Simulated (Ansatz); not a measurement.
# Σ9 (221) boundary in fcc Rh with Bi (substitutional): structure and resistance

How much does the Σ9 (221) boundary in fcc Rh with Bi (substitutional) reflect electrons?

Calculated with Ansatz 0.2.0; Ansatz plane-wave DFT, PBE, PAW files; relaxation of a bicrystal slab with its lowest layers held; PAW set soft_1, in the first sound run; inputs show where later runs differ.

**1. Set-up**

The cell holds 30 atoms: 29 Rh and 1 Bi. Cell: a = 2.689 Å, b = 8.068 Å, c = 30.016 Å, α = 90.0°, β = 90.0°, γ = 90.0°. It derives from Rh. built on the (2 2 1) plane; 2 overlapping atoms removed and the grains opened by 0 Å. Vacuum lies along c.

**2. Relaxing the bicrystal**

The boundary is built by mirroring the lower grain in the boundary plane and removing any atoms that overlap; then the Bi is put in at the boundary. A thin bicrystal slab is relaxed first, with the lowest layers held and the upper grain free to shift and open.

File input.yaml:

```yaml
crystal:
  lattice:
    - [2.6891977995, 0.0, 0.0]
    - [0.0, 8.0675933986, 0.0]
    - [0.0, 0.0, 30.0155]
  atoms:
    - { symbol: Rh, position: [0.4999999998, 0.3888888889, 0.1665806] }
    - { symbol: Rh, position: [0.9999999998, 0.6666666666, 0.1876980227] }
    - { symbol: Rh, position: [0.4999999998, 0.9444444444, 0.2088154454] }
    - { symbol: Rh, position: [0.9999999998, 0.2222222222, 0.229932868] }
    - { symbol: Rh, position: [0.4999999998, 0.5, 0.2510502907] }
    - { symbol: Rh, position: [0.9999999999, 0.7777777778, 0.2721677133] }
    - { symbol: Rh, position: [0.4999999999, 0.0555555555, 0.293285136] }
    - { symbol: Rh, position: [0.9999999999, 0.3333333333, 0.3144025587] }
    - { symbol: Rh, position: [0.4999999999, 0.6111111111, 0.3355199813] }
    - { symbol: Rh, position: [0.9999999999, 0.8888888889, 0.356637404] }
    - { symbol: Rh, position: [0.4999999999, 0.1666666667, 0.3777548267] }
    - { symbol: Rh, position: [1.0, 0.4444444444, 0.3988722493] }
    - { symbol: Rh, position: [0.5, 0.7222222222, 0.419989672] }
    - { symbol: Bi, position: [0.0, 0.0, 0.4411070947] }
    - { symbol: Rh, position: [1.0, 0.4444444444, 0.48334194] }
    - { symbol: Rh, position: [0.4999999999, 0.1666666667, 0.5044593627] }
    - { symbol: Rh, position: [0.9999999999, 0.8888888889, 0.5255767853] }
    - { symbol: Rh, position: [0.4999999999, 0.6111111111, 0.546694208] }
    - { symbol: Rh, position: [0.9999999999, 0.3333333333, 0.5678116307] }
    - { symbol: Rh, position: [0.4999999999, 0.0555555555, 0.5889290533] }
    - { symbol: Rh, position: [0.9999999999, 0.7777777778, 0.610046476] }
    - { symbol: Rh, position: [0.4999999998, 0.5, 0.6311638987] }
    - { symbol: Rh, position: [0.9999999998, 0.2222222222, 0.6522813213] }
    - { symbol: Rh, position: [0.4999999998, 0.9444444444, 0.673398744] }
    - { symbol: Rh, position: [0.9999999998, 0.6666666666, 0.6945161666] }
    - { symbol: Rh, position: [0.4999999998, 0.3888888889, 0.7156335893] }
    - { symbol: Rh, position: [0.9999999997, 0.1111111111, 0.736751012] }
    - { symbol: Rh, position: [0.4999999997, 0.8333333333, 0.7578684346] }
    - { symbol: Rh, position: [0.9999999997, 0.5555555555, 0.7789858573] }
    - { symbol: Rh, position: [0.4999999997, 0.2777777777, 0.80010328] }
kpoints:
  mp_grid: { grid: [9, 3, 1] }
hamiltonian:
  xc: pbe
  pseudopotentials: { kind: paw, azcp: { folder: soft_1 } }
scf:
  occupations: { method: fermi_dirac, width: 0.1 }
relax:
  f_tol: 0.03
  max_steps: 80
  constraints: [{ sites: [0, 1, 2, 3, 4] }]
```

Command:

```console
$ ansatz run input.yaml --threads 4 --pin off --max-ram 15360MiB --backend cpu --events-out ev --progress --plain --runs-dir out
```

Numbers of over 12 decimals in the logs are rounded to 6 here.

The log of the run:

```text
Engine: ansatz 0.2.0, aarch64-unknown-linux-gnu
Pseudopotentials: kind: paw
Pseudopotential: Rh, paw, valence charge 17, recommended cutoff 420 eV (normal), soft_1/Rh.paw.azcp
Pseudopotential: Bi, paw, valence charge 15, recommended cutoff 420 eV (normal), soft_1/Bi.paw.azcp
Functional definition: PBE
  parameter kappa = 0.804
  parameter beta = 0.066725
  exchange = pbe_x(kappa = kappa, mu = beta*pi^2/3)
  correlation = pbe_c(beta = beta)
Crystal: 30 atoms, lattice volume = 651.197 Å³
Basis set: ecut = 420 eV, 12787 PW (Γ), exchange–correlation on 36×108×432 points (8 copies of the dense FFT grid, shifted against one another)
Bands: 305, of which v1, the nominal top of the filled ones, is band 254 counted from 1 (253 counted from 0)
Symmetry: 2 space group operations
Space group: Pm (ITA 6), of the structure as read, at distance tolerance 8.7e-5 Å
k-points: 10 of 27 (time reversal used)
Non-local potential: Rh, projectors of the file, l = 0: 3, l = 1: 2, l = 2: 2, l = 3: 1
Non-local potential: Bi, projectors of the file, l = 0: 2, l = 1: 2, l = 2: 2, l = 3: 1
PAW form: soft (Blöchl's): semilocal exchange-correlation on the pseudo side does not see the compensation charge
PAW one-centre angular grid: Rh, 590 points (default); XC on 64 Gauss nodes
PAW one-centre angular grid: Bi, 590 points (default); XC on 64 Gauss nodes
Initial density: superposition of atomic densities (neutral atoms: chi_scale 0, normalization atom)
Initial wavefunctions: pseudopotential atomic-orbital guess
Functional: x = pbe(κ = 0.804, μ = 0.219515), c = pbe(β = 0.066725)
SCF iter   1: F=—  HF=-198087.587654 eV  |F-HF|=—  |Δ(HF+E_count)|=         —  Δρ=8.06e-2  dr2=6.95e1  ethr=3.10e-3  ⟨swp⟩=6.0  Hψ=10853  notcnv=0  defer=77
preconditioner: auto → LDOS  [metal: Δε(μ)=0.018 eV  Ē_g=6.674 eV  σ=0.100 eV  W_gap=0.05  n_scr=192 (ndim 8)  ℏωp=24.2 eV  f_vac=0.309  D(μ)=41.36/eV (n_scr^D=466)  β→1.0]
SCF iter   2: F=—  HF=-198094.924991 eV  |F-HF|=—  |Δ(HF+E_count)|=    7.34e0  Δρ=9.99e-2  dr2=6.66e1  ethr=3.10e-3  ⟨swp⟩=3.0  Hψ=8086  notcnv=0  defer=128
SCF iter   3: F=—  HF=-198075.595280 eV  |F-HF|=—  |Δ(HF+E_count)|=    1.93e1  Δρ=1.74e-2  dr2=1.93e0  ethr=3.10e-3  ⟨swp⟩=2.1  Hψ=6404  notcnv=0  defer=152
SCF iter   4: F=—  HF=-198075.112921 eV  |F-HF|=—  |Δ(HF+E_count)|=   4.82e-1  Δρ=4.06e-3  dr2=2.13e-1  ethr=3.80e-4  ⟨swp⟩=3.3  Hψ=7533  notcnv=0  defer=150
SCF iter   5: F=—  HF=-198075.070953 eV  |F-HF|=—  |Δ(HF+E_count)|=   4.20e-2  Δρ=1.30e-3  dr2=3.02e-2  ethr=4.20e-5  ⟨swp⟩=2.0  Hψ=4318  notcnv=0  defer=150
SCF iter   6: F=—  HF=-198075.069028 eV  |F-HF|=—  |Δ(HF+E_count)|=   1.92e-3  Δρ=4.49e-4  dr2=5.92e-3  ethr=5.94e-6  ⟨swp⟩=2.0  Hψ=4298  notcnv=0  defer=150
SCF iter   7: F=—  HF=-198075.069331 eV  |F-HF|=—  |Δ(HF+E_count)|=   3.03e-4  Δρ=2.89e-4  dr2=1.15e-3  ethr=1.17e-6  ⟨swp⟩=2.0  Hψ=4397  notcnv=0  defer=150
SCF iter   8: F=—  HF=-198075.069108 eV  |F-HF|=—  |Δ(HF+E_count)|=   2.23e-4  Δρ=6.50e-5  dr2=7.17e-5  ethr=2.26e-7  ⟨swp⟩=3.2  Hψ=5397  notcnv=0  defer=150
SCF iter   9: F=-198075.069109 eV  HF=-198075.069116 eV  |F-HF|=6.82e-6  |Δ(HF+E_count)|=   8.56e-6  Δρ=2.91e-5  dr2=1.18e-5  ethr=4.43e-9  ⟨swp⟩=4.4  Hψ=9963  notcnv=0
SCF 1 converged in 9 iterations: F = -198075.069109 eV  dr2 = 1.18e-5
  greatest PAW one-centre occupation: 1.000 electrons in one spin orbital (limit 2), on the Rh atom at site 21 (counted from 0), in its partial waves of l = 0
relax step   1: F+E_penalty+E_count = -198075.06910937 eV  Δ(F+E_penalty+E_count) = +0.000e0 eV  max|allowed force component| = 1.767e0 eV/Å  Δτ_max = 0.0000 Å  (9 SCF iters, dr2 threshold 2.25e-5 eV, accepted)
Initial density: handed on by an earlier stage of this run
Initial wavefunctions: those handed on with the density
iter 1 solved again at ethr=3.83e-4 eV; its pass at ethr=3.10e-3 eV (dr2=1.95e0 eV) is discarded
SCF iter   1: F=—  HF=-198075.770553 eV  |F-HF|=—  |Δ(HF+E_count)|=         —  Δρ=1.10e-2  dr2=1.93e0  ethr=3.83e-4  ⟨swp⟩=1.0  Hψ=10044  notcnv=0  defer=144
preconditioner: auto → LDOS  [metal: Δε(μ)=0.020 eV  Ē_g=6.497 eV  σ=0.100 eV  W_gap=0.05  n_scr=192 (ndim 8)  ℏωp=24.2 eV  f_vac=0.311  D(μ)=45.41/eV (n_scr^D=530)  β→1.0]
SCF iter   2: F=—  HF=-198075.718738 eV  |F-HF|=—  |Δ(HF+E_count)|=   5.18e-2  Δρ=4.37e-3  dr2=2.18e-1  ethr=3.81e-4  ⟨swp⟩=2.3  Hψ=4303  notcnv=0  defer=144
SCF iter   3: F=—  HF=-198075.710952 eV  |F-HF|=—  |Δ(HF+E_count)|=   7.79e-3  Δρ=3.09e-3  dr2=1.11e-1  ethr=4.29e-5  ⟨swp⟩=3.2  Hψ=6822  notcnv=0  defer=144
SCF iter   4: F=—  HF=-198075.683920 eV  |F-HF|=—  |Δ(HF+E_count)|=   2.70e-2  Δρ=7.73e-4  dr2=4.37e-3  ethr=2.19e-5  ⟨swp⟩=2.5  Hψ=4391  notcnv=0  defer=144
SCF iter   5: F=—  HF=-198075.682875 eV  |F-HF|=—  |Δ(HF+E_count)|=   1.05e-3  Δρ=2.13e-4  dr2=6.68e-4  ethr=8.60e-7  ⟨swp⟩=3.0  Hψ=5697  notcnv=0  defer=144
SCF iter   6: F=-198075.682743 eV  HF=-198075.682811 eV  |F-HF|=6.87e-5  |Δ(HF+E_count)|=   6.35e-5  Δρ=7.04e-5  dr2=8.10e-5  ethr=1.97e-8  ⟨swp⟩=3.1  Hψ=11349  notcnv=0
SCF 2 converged in 6 iterations: F = -198075.682743 eV  dr2 = 8.10e-5
  greatest PAW one-centre occupation: 1.000 electrons in one spin orbital (limit 2), on the Rh atom at site 7 (counted from 0), in its partial waves of l = 0
relax step   2: F+E_penalty+E_count = -198075.68274251 eV  Δ(F+E_penalty+E_count) = -6.136e-1 eV  max|allowed force component| = 4.344e-1 eV/Å  Δτ_max = 0.1993 Å  (6 SCF iters, dr2 threshold 1.00e-4 eV, accepted)
iter 1 solved again at ethr=1.72e-3 eV; its pass at ethr=3.10e-3 eV (dr2=8.73e0 eV) is discarded
SCF iter   1: F=—  HF=-198076.210439 eV  |F-HF|=—  |Δ(HF+E_count)|=         —  Δρ=2.08e-2  dr2=8.71e0  ethr=1.72e-3  ⟨swp⟩=1.0  Hψ=11959  notcnv=0  defer=130
preconditioner: auto → LDOS  [metal: Δε(μ)=0.005 eV  Ē_g=6.447 eV  σ=0.100 eV  W_gap=0.01  n_scr=192 (ndim 8)  ℏωp=24.2 eV  f_vac=0.307  D(μ)=45.43/eV (n_scr^D=530)  β→1.0]
SCF iter   2: F=—  HF=-198076.013688 eV  |F-HF|=—  |Δ(HF+E_count)|=   1.97e-1  Δρ=8.56e-3  dr2=5.08e-1  ethr=1.71e-3  ⟨swp⟩=2.1  Hψ=4581  notcnv=0  defer=130
SCF iter   3: F=—  HF=-198075.908620 eV  |F-HF|=—  |Δ(HF+E_count)|=   1.05e-1  Δρ=4.92e-3  dr2=1.90e-1  ethr=1.00e-4  ⟨swp⟩=2.6  Hψ=5716  notcnv=0  defer=138
SCF iter   4: F=—  HF=-198075.861048 eV  |F-HF|=—  |Δ(HF+E_count)|=   4.76e-2  Δρ=7.19e-4  dr2=5.66e-3  ethr=3.74e-5  ⟨swp⟩=2.9  Hψ=5803  notcnv=0  defer=138
SCF iter   5: F=—  HF=-198075.859955 eV  |F-HF|=—  |Δ(HF+E_count)|=   1.09e-3  Δρ=2.46e-4  dr2=9.38e-4  ethr=1.11e-6  ⟨swp⟩=2.9  Hψ=5890  notcnv=0  defer=139
SCF iter   6: F=—  HF=-198075.859972 eV  |F-HF|=—  |Δ(HF+E_count)|=   1.73e-5  Δρ=1.17e-4  dr2=1.70e-4  ethr=1.85e-7  ⟨swp⟩=2.0  Hψ=4278  notcnv=0  defer=139
[...]
relax step   5: F+E_penalty+E_count = -198075.98745063 eV  Δ(F+E_penalty+E_count) = -6.027e-2 eV  max|allowed force component| = 1.578e-1 eV/Å  Δτ_max = 0.1950 Å  (7 SCF iters, dr2 threshold 8.20e-6 eV, accepted)
relax step   6: F+E_penalty+E_count = -198076.04262500 eV  Δ(F+E_penalty+E_count) = -5.517e-2 eV  max|allowed force component| = 1.205e-1 eV/Å  Δτ_max = 0.1949 Å  (7 SCF iters, dr2 threshold 1.67e-5 eV, accepted)
relax step   7: F+E_penalty+E_count = -198076.08743264 eV  Δ(F+E_penalty+E_count) = -4.481e-2 eV  max|allowed force component| = 1.026e-1 eV/Å  Δτ_max = 0.1932 Å  (8 SCF iters, dr2 threshold 8.45e-6 eV, accepted)
relax step   8: F+E_penalty+E_count = -198076.12150786 eV  Δ(F+E_penalty+E_count) = -3.408e-2 eV  max|allowed force component| = 8.371e-2 eV/Å  Δτ_max = 0.1948 Å  (8 SCF iters, dr2 threshold 6.14e-6 eV, accepted)
relax step   9: F+E_penalty+E_count = -198075.98573889 eV  Δ(F+E_penalty+E_count) = +1.358e-1 eV  max|allowed force component| = 1.262e0 eV/Å  Δτ_max = 0.1902 Å  (8 SCF iters, dr2 threshold 4.66e-6 eV, rejected (line search))
relax step  10: F+E_penalty+E_count = -198076.13315628 eV  Δ(F+E_penalty+E_count) = -1.165e-2 eV  max|allowed force component| = 2.708e-2 eV/Å  Δτ_max = 0.0800 Å  (9 SCF iters, accepted)
relax step  11: F+E_penalty+E_count = -198076.14134546 eV  Δ(F+E_penalty+E_count) = -8.189e-3 eV  max|allowed force component| = 5.266e-2 eV/Å  Δτ_max = 0.0956 Å  (9 SCF iters, accepted)
relax step  12: F+E_penalty+E_count = -198076.14636232 eV  Δ(F+E_penalty+E_count) = -5.017e-3 eV  max|allowed force component| = 1.003e-1 eV/Å  Δτ_max = 0.1444 Å  (9 SCF iters, accepted)
relax step  13: F+E_penalty+E_count = -198076.14886447 eV  Δ(F+E_penalty+E_count) = -2.502e-3 eV  max|allowed force component| = 2.954e-2 eV/Å  Δτ_max = 0.0579 Å  (6 SCF iters, dr2 threshold 1.01e-5 eV, accepted)
iter 1 solved again at ethr=1.44e-9 eV; its pass at ethr=3.10e-3 eV (dr2=7.30e-6 eV) is discarded
SCF iter   1: F=—  HF=-198076.149924 eV  |F-HF|=—  |Δ(HF+E_count)|=         —  Δρ=1.93e-5  dr2=7.32e-6  ethr=1.44e-9  ⟨swp⟩=1.5  Hψ=7112  notcnv=0  defer=144
preconditioner: auto → LDOS  [metal: Δε(μ)=0.009 eV  Ē_g=6.432 eV  σ=0.100 eV  W_gap=0.02  n_scr=192 (ndim 8)  ℏωp=24.2 eV  f_vac=0.304  D(μ)=46.04/eV (n_scr^D=532)  β→1.0]
SCF iter   2: F=—  HF=-198076.148872 eV  |F-HF|=—  |Δ(HF+E_count)|=   1.05e-3  Δρ=1.32e-5  dr2=1.89e-6  ethr=1.44e-9  ⟨swp⟩=2.1  Hψ=4659  notcnv=0  defer=144
SCF iter   3: F=—  HF=-198076.148871 eV  |F-HF|=—  |Δ(HF+E_count)|=   3.47e-7  Δρ=6.22e-6  dr2=7.27e-7  ethr=3.73e-10  ⟨swp⟩=2.0  Hψ=5442  notcnv=0  defer=144
SCF iter   4: F=—  HF=-198076.148871 eV  |F-HF|=—  |Δ(HF+E_count)|=   4.23e-8  Δρ=2.92e-6  dr2=1.27e-7  ethr=1.43e-10  ⟨swp⟩=2.1  Hψ=4557  notcnv=0  defer=144
SCF iter   5: F=-198076.148871 eV  HF=-198076.148871 eV  |F-HF|=4.71e-9  |Δ(HF+E_count)|=   7.36e-9  Δρ=6.30e-7  dr2=5.36e-9  ethr=1.97e-11  ⟨swp⟩=4.0  Hψ=8672  notcnv=0
SCF 14 converged in 5 iterations: F = -198076.148871 eV  dr2 = 5.36e-9
relax step  14: F+E_penalty+E_count = -198076.14887141 eV  Δ(F+E_penalty+E_count) = -6.938e-6 eV  max|allowed force component| = 2.957e-2 eV/Å  Δτ_max = 0.0000 Å  (5 SCF iters, accepted)
SCF converged after 5 iterations
Free energy (F): -198076.148871 eV
Harris-Foulkes:  -198076.148871 eV  (|F-HF|=4.71e-9)
Internal energy: -198074.620221 eV  (E = F + TS)
E sigma→0 (E₀):  -198075.384546 eV
Entropy (-TS):   -1.528650 eV (-50.955 meV/atom)
Fermi energy:    12.588369 eV
--- Per-component energies (eV) ---
  E_band       = -7266.943986
  E_kinetic    = 15824.582895
  E_local      = -609727.877977  (includes V_loc(G=0)·N_el)
  E_nonlocal   = 9073.246438
  E_hartree    = 296851.266521
  E_xc         = -5991.335581
  E_vxc        = -7457.837968  (∫ρ·V_xc dr)
  E_paw        = -115165.790945  (= ΣΔE_a)
  E_vpaw       = -8681.586305  (= ΣTr[D̂ρ^β])
  E_aug_tail   = 0.002523  (compensation charges beyond the density's cutoff)
  E_ewald      = 211061.285905
  E_smearing   = -1.528650  (= −TS)
  E_closure    = 0.000000  (closes the sum)
  Σ components = -198076.148871   (vs F -198076.148871, Δ=0.00e0)
--- Forces (eV/Å), atoms counted from 1 ---
  atom   1  Rh     0.00000000     0.29416097     0.66416278
  atom   2  Rh     0.00000000    -0.06885453     0.07176519
  atom   3  Rh     0.00000000    -0.18282200     0.08360787
  atom   4  Rh     0.00000000    -0.06864124    -0.60679297
  atom   5  Rh     0.00000000     0.02470286    -0.20925004
  atom   6  Rh     0.00000000     0.01119905    -0.00949327
  atom   7  Rh     0.00000000     0.00512752     0.01035898
  atom   8  Rh     0.00000000    -0.02956816     0.01044930
  atom   9  Rh     0.00000000     0.00519901    -0.00158772
  atom  10  Rh     0.00000000     0.01162196    -0.01043016
  atom  11  Rh     0.00000000     0.00944403    -0.01454744
  atom  12  Rh     0.00000000    -0.00176459     0.00586648
  atom  13  Rh     0.00000000    -0.00724924    -0.01537002
  atom  14  Bi     0.00000000     0.01399299     0.01815164
  atom  15  Rh     0.00000000     0.00321410     0.00979709
  atom  16  Rh     0.00000000    -0.01116098    -0.00856223
  atom  17  Rh     0.00000000    -0.00648507    -0.00966483
  atom  18  Rh     0.00000000     0.00643352     0.00432854
  atom  19  Rh     0.00000000     0.00989235    -0.00510125
  atom  20  Rh     0.00000000    -0.01459247     0.01450902
  atom  21  Rh     0.00000000    -0.00971186     0.00264598
  atom  22  Rh     0.00000000     0.01633265     0.01400881
  atom  23  Rh     0.00000000     0.00360834     0.01833583
  atom  24  Rh     0.00000000    -0.01313014     0.00281019
  atom  25  Rh     0.00000000     0.00008291    -0.00242238
  atom  26  Rh     0.00000000     0.00660266    -0.00051565
  atom  27  Rh     0.00000000    -0.00192349    -0.00641673
  atom  28  Rh     0.00000000    -0.00960672    -0.02343963
  atom  29  Rh     0.00000000    -0.00139621     0.00067236
  atom  30  Rh     0.00000000     0.00529103    -0.00789336
  max |Σ_I F_I| component: 1.76e-5 eV/Å
--- Relaxed structure (14 steps of the walk, 13 accepted, 0 SCFs on fresh bases) ---
  F+E_penalty+E_count = -198076.14887141 eV   max|allowed force component| = 2.957e-2 eV/Å
  atoms:
    - { symbol: Rh, position: [0.5, 0.388889, 0.166581] }
    - { symbol: Rh, position: [1.0, 0.6666666666, 0.187698] }
    - { symbol: Rh, position: [0.5, 0.944444, 0.208815] }
    - { symbol: Rh, position: [1.0, 0.222222, 0.229933] }
    - { symbol: Rh, position: [0.5, 0.500000, 0.2510502907] }
    - { symbol: Rh, position: [1.0, 0.777544, 0.272151] }
    - { symbol: Rh, position: [0.5, 0.059466, 0.292622] }
    - { symbol: Rh, position: [1.0, 0.338120, 0.314671] }
    - { symbol: Rh, position: [0.5, 0.609987, 0.336692] }
    - { symbol: Rh, position: [1.0, 0.888766, 0.355581] }
    - { symbol: Rh, position: [0.5, 0.174070, 0.377048] }
    - { symbol: Rh, position: [1.0, 0.442211, 0.405467] }
    - { symbol: Rh, position: [0.5, 0.722459, 0.420557] }
    - { symbol: Bi, position: [0.0, 0.021655, 0.448002] }
    - { symbol: Rh, position: [1.0, 0.610582, 0.489064] }
    - { symbol: Rh, position: [0.5, 0.336803, 0.508101] }
    - { symbol: Rh, position: [1.0, 1.064815, 0.535481] }
    - { symbol: Rh, position: [0.5, 0.782078, 0.551352] }
    - { symbol: Rh, position: [1.0, 0.503256, 0.573497] }
    - { symbol: Rh, position: [0.5, 0.229606, 0.597045] }
    - { symbol: Rh, position: [1.0, 0.947401, 0.616985] }
    - { symbol: Rh, position: [0.5, 0.670117, 0.638281] }
    - { symbol: Rh, position: [1.0, 0.394871, 0.660167] }
    - { symbol: Rh, position: [0.5, 1.117975, 0.681534] }
    - { symbol: Rh, position: [1.0, 0.839790, 0.701508] }
    - { symbol: Rh, position: [0.5, 0.560935, 0.723083] }
    - { symbol: Rh, position: [1.0, 0.279253, 0.746627] }
    - { symbol: Rh, position: [0.5, 1.001590, 0.765352] }
    - { symbol: Rh, position: [1.0, 0.728188, 0.786039] }
    - { symbol: Rh, position: [0.5, 0.455976, 0.805300] }
```

Run time: 21 min. Hardware: 4 threads of Arm Neoverse V1, shared host; peak memory 4.1 GiB; 82 min of CPU time.

Step by step:

```csv
step,energy less that of the first step (eV),largest force component (eV/Å)
1,0.0000,1.7665
2,-0.6136,0.4344
3,-0.7909,0.2193
4,-0.8581,0.1794
5,-0.9183,0.1578
6,-0.9735,0.1205
7,-1.0183,0.1026
8,-1.0524,0.0837
9,-0.9166,1.2615
10,-1.0640,0.0271
11,-1.0722,0.0527
12,-1.0773,0.1003
13,-1.0798,0.0295
14,-1.0798,0.0296
```

Relaxation step 9 was tried and not accepted.

Forces are held to the 2 operations that the run works with; a distortion that breaks them can't arise in this run.

The atoms that moved most (Å):

```csv
atom,dx,dy,dz,length
Rh17,0.000,1.419,0.297,1.450
Rh30,0.000,1.438,0.156,1.446
Rh20,0.000,1.404,0.244,1.425
Rh24,0.000,1.400,0.244,1.421
Rh23,0.000,1.393,0.237,1.413
Rh25,0.000,1.397,0.210,1.412
Rh29,0.000,1.393,0.212,1.409
Rh26,0.000,1.388,0.224,1.406
```

Numbers from this step:

- free energy: -198076.1489 eV
- energy at zero smearing: -198075.3845 eV
- Fermi energy: 12.59 eV

The largest force component on a free atom ends at 0.030 eV/Å, under the tolerance of 0.03, after 14 steps.

[end of part 1 of 2]

[Logs are printed without paths, hosts, clocks, repeated set-up lines and the standing remarks that a program may print on its own settings, such as how far it seeks lower states.]

[Hosts, paths, dates, database ids (printed as entryN), source tags and the programs' standing remarks are cut or masked in the printed files.]
